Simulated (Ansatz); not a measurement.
# Axial (c/a) deformation path in B

These are results of Ansatz, DFT PBE+D3(BJ), scalar-relativistic, plane waves, PAW, not measurements. Settings: plane waves to 420 eV, k-mesh 36×36×14 (Γ-centred), Gaussian smearing 0.15 eV. No spin polarisation. Energies are free energies at this smearing, counted from the undisturbed cell; pressure is positive in compression.

Zero of the scan (as given, not relaxed at this level; it stands at 0.4 GPa; this form isn't the usual structure):

```xyz
1
Lattice="1.7024 0.0000 0.0000 -0.8512 1.4744 0.0000 0.0000 0.0000 3.6354" Properties=species:S:1:pos:R:3 pbc="T T T"
B     0.0000    0.0000    0.0000
```

At fixed volume and fractional coordinates, lengths along (0.000, 0.000, 1.000) are scaled against those across it; ρ is that ratio over its starting value. The cell is metallic on the mesh throughout.

```
    ρ  ΔE (meV/atom) pressure (GPa)
0.800              ?               ?
0.850              ?               ?
0.920           26.8           -13.8
0.960            3.7            -6.9
1.000            0.0             0.4
1.050           20.8             9.9
1.100           67.2            19.6
1.200          226.7            39.4
1.300          465.1            59.7
```

(1) Give the withheld values.

## Answers

(1) ΔE (meV/atom) at ρ = 0.800: 218.2; pressure (GPa) at ρ = 0.800: -29.4; ΔE (meV/atom) at ρ = 0.850: 118.1; pressure (GPa) at ρ = 0.850: -24.3.